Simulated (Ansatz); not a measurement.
This script makes an all-electron equation of state of BN, space group R3m with the Python package of Ansatz (0.2.0).

Script `bn_eos_lapw.py`:
```python
"""All-electron equation of state of BN."""

import warnings

import ansatz
from ase.eos import EquationOfState
from ase.units import GPa
import numpy as np

SMEARING = "fixed"
XC = "pbesol"
MESH = (10, 10, 10)

VECTORS = np.array([
    [1.25112178, 0.7223355, 3.3729344],
    [-1.25112178, 0.7223355, 3.3729344],
    [0.0, -1.444671, 3.3729344],
])
SITES = [
    ("B", (0.9996712, 0.9996712, 0.9996712)),
    ("N", (0.3327618, 0.3327618, 0.3327618)),
]


def on_lattice(cell):
    crystal = ansatz.Crystal(lattice=ansatz.Lattice.of(cell))
    for symbol, position in SITES:
        crystal = crystal.atom(symbol, position)
    return crystal


def main() -> None:
    warnings.simplefilter("ignore", ansatz.DeckWarning)

    volumes, energies = [], []
    for scale in np.linspace(0.94, 1.06, 7):
        cell = VECTORS * scale ** (1 / 3)
        calculation = (
            on_lattice(cell).calculation()
            .occupations(SMEARING)  # whole-number filling, right only where there is a gap
            .functional(XC)
            .kpoints(*MESH)  # sampling of the Brillouin zone
            .pseudopotentials("all_electron", lapw=True, basis_error=0.001)
        )
        r = calculation.run(threads=1).report
        volumes.append(abs(np.linalg.det(cell)) / len(SITES))
        energies.append(r["free_energy_ev"] / len(SITES))
        print(f"{scale:.3f} {volumes[-1]:9.4f} A^3/atom {energies[-1]:16.5f} eV/atom  (estimated basis error {1000 * r['lapw_basis_errors']['total_ev_per_atom']:.2f} meV/atom)")
    v0, e0, bulk = EquationOfState(volumes, energies, eos="birchmurnaghan").fit()
    print(f"V0 = {v0:.4f} A^3/atom, B0 = {bulk / GPa:.1f} GPa")


if __name__ == "__main__":
    main()
```

Its results, one of them left out:

| V (Å³/atom) | F less the lowest row shown (meV/atom) |
| --- | --- |
| 8.596 | 29.60 |
| 8.779 | 13.31 |
| 8.962 | 3.64 |
| 9.145 | 0.00 |
| 9.328 | 1.87 |
| 9.510 | ? |
| 9.693 | 20.26 |

What is the missing energy at 9.510 Å³ an atom?

A third-order Birch-Murnaghan fit, E = E0 + (9 V0 B0 / 16) [(t - 1)³ B' + (t - 1)² (6 - 4t)] with t = (V0/V)^(2/3), through the 6 rows shown gives V0 = 9.171 Å³, B0 = 238.6 GPa, B' = 3.57 and E0 = -0.06 meV. At V = 9.510 Å³, t = 0.97609, and the fit interpolates to 8.77 meV. The run gave 8.77 meV, a miss of 0.00 meV.

Caveats:
- Shape and fractional positions are held along the curve, so the bulk modulus is an upper value where they are free to relax.
- The structure comes from a database of computed cells and needn't be a stable or known phase.
- The whole script took 84 s on 1 thread of Intel(R) Xeon(R) Processor @ 2.30GHz, with other jobs on the host, peak memory 0.47 GiB.
